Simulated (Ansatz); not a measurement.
MgF$_{2}$:
```yaml
crystal:
  lattice:
    - [4.69803, 0.00000, 0.00000]
    - [0.00000, 4.69803, 0.00000]
    - [0.00000, 0.00000, 3.09267]
  atoms:
    - { symbol: Mg, position: [0.00000, 0.00000, 0.00000] }
    - { symbol: Mg, position: [0.50000, 0.50000, 0.50000] }
    - { symbol: F, position: [0.30357, 0.30357, 0.00000] }
    - { symbol: F, position: [0.19643, 0.80357, 0.50000] }
    - { symbol: F, position: [0.69643, 0.69643, 0.00000] }
    - { symbol: F, position: [0.80357, 0.19643, 0.50000] }
```

Relaxed with PBE. Special points in fractions of this cell's reciprocal vectors: Γ (0.000, 0.000, 0.000); X (0.000, 0.500, 0.000); M (0.500, 0.500, 0.000); Z (0.000, 0.000, 0.500); R (0.000, 0.500, 0.500); A (0.500, 0.500, 0.500).

### Question
List the band energies nearest the valence-band maximum at these points for PBE (plane waves, PAW; program Ansatz).

### Answer
In eV from the valence-band maximum; about four levels below and three above (degenerate sets whole), none deeper than 8.9 eV; points with the same levels are listed once.

```csv
k,below,above
Γ,-0.71 -0.31 -0.31 0.00,6.84 12.00 12.00
X,-0.94 -0.94 -0.36 -0.36,9.19 9.19 13.22 13.22
M,-0.90 -0.90 -0.72 -0.72,10.79 10.79 11.02 11.02
Z,-1.06 -1.06 -0.80 -0.80,11.50 11.50 14.69 14.69
R,-0.70 -0.70 -0.62 -0.62,12.44 12.44 13.04 13.04
A,-0.57 -0.57 -0.46 -0.46,12.86 12.86 13.10 13.10
```

Space group P4_2/mnm (rutile). Symmetry was held in the PBE relaxation.

Potentials: the later of the program's two PAW sets.
